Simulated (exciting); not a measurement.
# In (Im-3m) in exciting: further runs, part 2 of 2

exciting (release sodium). The steps go on from the part before.

### Step 11. Equation of state, PBEsol, 25.62 Å³/atom (volume scaled by 0.96)

input.xml

```xml
<input>
  <title>In</title>
  <structure speciespath="./" tshift="false">
    <crystal scale="1">
      <basevect>-3.509377487422 3.509377487422 3.509377487422</basevect>
      <basevect>3.509377487422 -3.509377487422 3.509377487422</basevect>
      <basevect>3.509377487422 3.509377487422 -3.509377487422</basevect>
    </crystal>
    <species speciesfile="In.xml" rmt="2.3">
      <atom coord="0.000000000000 0.000000000000 0.000000000000"/>
    </species>
  </structure>
  <groundstate do="fromscratch" ngridk="10 10 10" rgkmax="9" gmaxvr="14" lmaxapw="10" lmaxmat="10" lmaxvr="8" xctype="GGA_PBE_SOL" stype="Fermi Dirac" swidth="0.00183747" nempty="8" ValenceRelativity="iora*" epsengy="1e-05" epspot="1e-05" maxscl="60" outputlevel="normal"/>
</input>
```

Run with:

```console
$ OMP_NUM_THREADS=1 exciting_smp
```

Wall time 32 s (1 thread of Arm Neoverse V1, shared host); peak memory 0.1 GiB.

The run converged. Its results:

```
Free energy                                       : -160019.2115 eV
Band gap on the k mesh                            : none (metal or under the smearing width)
All electrons inside the program's atomic spheres : In 46.67 (radii In 2.3 bohr)
```

Caveat: the log's total energy holds no entropy term; the free energy is that total less TS from the occupations.

### Step 12. Equation of state, PBEsol, 26.15 Å³/atom (volume scaled by 0.98)

Changes to input.xml since step 11:

```diff
@@ -4,5 +4,5 @@
     <crystal scale="1">
-      <basevect>-3.509377487422 3.509377487422 3.509377487422</basevect>
-      <basevect>3.509377487422 -3.509377487422 3.509377487422</basevect>
-      <basevect>3.509377487422 3.509377487422 -3.509377487422</basevect>
+      <basevect>-3.533580855663 3.533580855663 3.533580855663</basevect>
+      <basevect>3.533580855663 -3.533580855663 3.533580855663</basevect>
+      <basevect>3.533580855663 3.533580855663 -3.533580855663</basevect>
     </crystal>
```

Potentials or basis: all-electron LAPW+lo, shipped species files, valence relativity iora*.

Run with:

```console
$ OMP_NUM_THREADS=1 exciting_smp
```

Wall time 32 s (1 thread of Arm Neoverse V1, shared host); peak memory 0.1 GiB.

The run converged. Its results:

```
Free energy                                       : -160019.2104 eV
Band gap on the k mesh                            : none (metal or under the smearing width)
All electrons inside the program's atomic spheres : In 46.66 (radii In 2.3 bohr)
```

Caveat: the log's total energy holds no entropy term; the free energy is that total less TS from the occupations.

### Step 13. Equation of state, PBEsol, 26.69 Å³/atom

Changes to input.xml since step 12:

```diff
@@ -4,5 +4,5 @@
     <crystal scale="1">
-      <basevect>-3.533580855663 3.533580855663 3.533580855663</basevect>
-      <basevect>3.533580855663 -3.533580855663 3.533580855663</basevect>
-      <basevect>3.533580855663 3.533580855663 -3.533580855663</basevect>
+      <basevect>-3.557457126295 3.557457126295 3.557457126295</basevect>
+      <basevect>3.557457126295 -3.557457126295 3.557457126295</basevect>
+      <basevect>3.557457126295 3.557457126295 -3.557457126295</basevect>
     </crystal>
```

Run with:

```console
$ OMP_NUM_THREADS=1 exciting_smp
```

Wall time 36 s (1 thread of Arm Neoverse V1, shared host); peak memory 0.1 GiB.

It converged, with:

```yaml
Free_energy: -160019.2074 eV
Band_gap_on_the_k_mesh: none (metal or under the smearing width)
All_electrons_inside_the_program's_atomic_spheres: In 46.66 (radii In 2.3 bohr)
```

Caveat: the log's total energy holds no entropy term; the free energy is that total less TS from the occupations.

### Step 14. Equation of state, PBEsol, 27.22 Å³/atom (volume scaled by 1.02)

Changes to input.xml since step 13:

```diff
@@ -4,5 +4,5 @@
     <crystal scale="1">
-      <basevect>-3.557457126295 3.557457126295 3.557457126295</basevect>
-      <basevect>3.557457126295 -3.557457126295 3.557457126295</basevect>
-      <basevect>3.557457126295 3.557457126295 -3.557457126295</basevect>
+      <basevect>-3.581017131608 3.581017131608 3.581017131608</basevect>
+      <basevect>3.581017131608 -3.581017131608 3.581017131608</basevect>
+      <basevect>3.581017131608 3.581017131608 -3.581017131608</basevect>
     </crystal>
```

Run with:

```console
$ OMP_NUM_THREADS=1 exciting_smp
```

Wall time 36 s (1 thread of Arm Neoverse V1, shared host); peak memory 0.1 GiB.

Results (log left out):

```
Free energy                                       : -160019.2016 eV
Band gap on the k mesh                            : none (metal or under the smearing width)
All electrons inside the program's atomic spheres : In 46.65 (radii In 2.3 bohr)
```

Caveat: the log's total energy holds no entropy term; the free energy is that total less TS from the occupations.

### Step 15. Equation of state, PBEsol, 27.75 Å³/atom (volume scaled by 1.04)

Changes to input.xml since step 14:

```diff
@@ -4,5 +4,5 @@
     <crystal scale="1">
-      <basevect>-3.581017131608 3.581017131608 3.581017131608</basevect>
-      <basevect>3.581017131608 -3.581017131608 3.581017131608</basevect>
-      <basevect>3.581017131608 3.581017131608 -3.581017131608</basevect>
+      <basevect>-3.604271141127 3.604271141127 3.604271141127</basevect>
+      <basevect>3.604271141127 -3.604271141127 3.604271141127</basevect>
+      <basevect>3.604271141127 3.604271141127 -3.604271141127</basevect>
     </crystal>
```

Potentials or basis: all-electron LAPW+lo, shipped species files, valence relativity iora*.

Run with:

```console
$ OMP_NUM_THREADS=1 exciting_smp
```

Run time: 38 s. Hardware: 1 thread of Arm Neoverse V1, shared host; peak memory 0.1 GiB.

Results (log left out):

```yaml
Free_energy: -160019.1937 eV
Band_gap_on_the_k_mesh: none (metal or under the smearing width)
All_electrons_inside_the_program's_atomic_spheres: In 46.65 (radii In 2.3 bohr)
```

Caveat: the log's total energy holds no entropy term; the free energy is that total less TS from the occupations.

### Step 16. Equation of state, PBEsol, 28.29 Å³/atom (volume scaled by 1.06)

Changes to input.xml since step 15:

```diff
@@ -4,5 +4,5 @@
     <crystal scale="1">
-      <basevect>-3.604271141127 3.604271141127 3.604271141127</basevect>
-      <basevect>3.604271141127 -3.604271141127 3.604271141127</basevect>
-      <basevect>3.604271141127 3.604271141127 -3.604271141127</basevect>
+      <basevect>-3.627228901117 3.627228901117 3.627228901117</basevect>
+      <basevect>3.627228901117 -3.627228901117 3.627228901117</basevect>
+      <basevect>3.627228901117 3.627228901117 -3.627228901117</basevect>
     </crystal>
```

Run with:

```console
$ OMP_NUM_THREADS=1 exciting_smp
```

It took 36 s on 1 thread of Arm Neoverse V1, shared host; peak memory 0.1 GiB.

It converged, with:

```yaml
Free_energy: -160019.1840 eV
Band_gap_on_the_k_mesh: none (metal or under the smearing width)
All_electrons_inside_the_program's_atomic_spheres: In 46.64 (radii In 2.3 bohr)
```

Caveat: the log's total energy holds no entropy term; the free energy is that total less TS from the occupations.

### Step 17. Equation of state, PBEsol

No new run: the results of the series are fitted here.

Results:

| Quantity | Value |
| --- | --- |
| Equilibrium volume | 25.75 Å³/atom |
| Bulk modulus | 42 GPa |
| Pressure derivative of the bulk modulus | 4.7 (rough: it moves with the points fitted) |

Energy against volume, from the lowest point:
| volume (Å³/atom) | energy (meV/atom) |
| --- | --- |
| 25.085 | 2.49 |
| 25.618 | 0.00 |
| 26.152 | 1.13 |
| 26.686 | 4.13 |
| 27.220 | 9.92 |
| 27.753 | 17.84 |
| 28.287 | 27.47 |
